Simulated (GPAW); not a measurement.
Set up this calculation in GPAW 26.7.0, as an ASE script.

| Quantity | Value |
| --- | --- |
| Task | single point |
| Functional | PBE |
| Potentials or basis | GPAW PAW data sets (gpaw-data 1.2.1) |
| Cutoff | 600 eV |
| Basis | pw |
| k mesh | 9 × 9 × 9 |
| Occupations | gaussian, width 0.013 eV |
| Spin | collinear spin, ferromagnetic start |
| Starting moments | [1.0, 0.0, 0.0] μB |
| Maxiter | 150 |

The structure of Si2Ni lies in POSCAR:

```
Si2Ni
1.0
    0.0000000000      2.7030000000      2.7030000000
    2.7030000000      0.0000000000      2.7030000000
    2.7030000000      2.7030000000      0.0000000000
Ni Si
1 2
Direct
    0.0000000000      0.0000000000      0.0000000000
    0.7500000000      0.7500000000      0.7500000000
    0.2500000000      0.2500000000      0.2500000000
```

One way to write it, as run:

run.py

```python
from ase.dft.bandgap import bandgap
from ase.io import read, write
from ase.units import Bohr, GPa
from gpaw import GPAW, PW
from gpaw.elf import elf_from_dft_calculation

atoms = read('POSCAR')
atoms.set_initial_magnetic_moments([1.0, 0.0, 0.0])

calc = GPAW(mode=PW(600),
            xc='PBE',
            kpts={'size': (9, 9, 9), 'gamma': True},
            occupations={'name': 'methfessel-paxton', 'order': 0, 'width': 0.013000000000000001},
            nbands=24,
            convergence={'density': 1e-05, 'energy': 1e-05},
            maxiter=150,
            txt='gpaw.txt')
atoms.calc = calc
energy = atoms.get_potential_energy()
forces = atoms.get_forces()
stress = atoms.get_stress()
calc.write('gs.gpw')
write('result.traj', atoms)
print(f'Energy: {energy:.6f} eV')
print('Forces (eV/A):')
print(forces.round(4))
print('Stress (GPa):', (stress / GPa).round(3))
print('Moments:', calc.get_magnetic_moments().round(3))
print('Fermi level:', round(calc.get_fermi_level(), 4), 'eV')
print(f'Gap: {bandgap(calc)[0]:.4f} eV, direct: {bandgap(calc, direct=True)[0]:.4f} eV')

# fields on the real-space grid
write('density.cube', atoms, data=calc.get_pseudo_density() * Bohr**3)
write('potential.cube', atoms, data=calc.get_electrostatic_potential())
write('spin.cube', atoms, data=(calc.get_pseudo_density(spin=0) - calc.get_pseudo_density(spin=1)) * Bohr**3)
write('elf.cube', atoms, data=elf_from_dft_calculation(calc).data)
```

Potentials or basis: GPAW PAW data sets (gpaw-data 1.2.1), pw.

Command:

```bash
$ OMP_NUM_THREADS=1 python run.py
```

It gave:

* Pressure: 5.3 GPa
* Band gap on the k mesh: none (metal or under the smearing width)
* Net moment: 0.00 μB per cell

Caveat: the stock nickel data set gives pressures a few GPa off other programs.

Wall time 65 s on 1 thread of Arm Neoverse V1, on a shared host, peak memory 0.2 GiB.
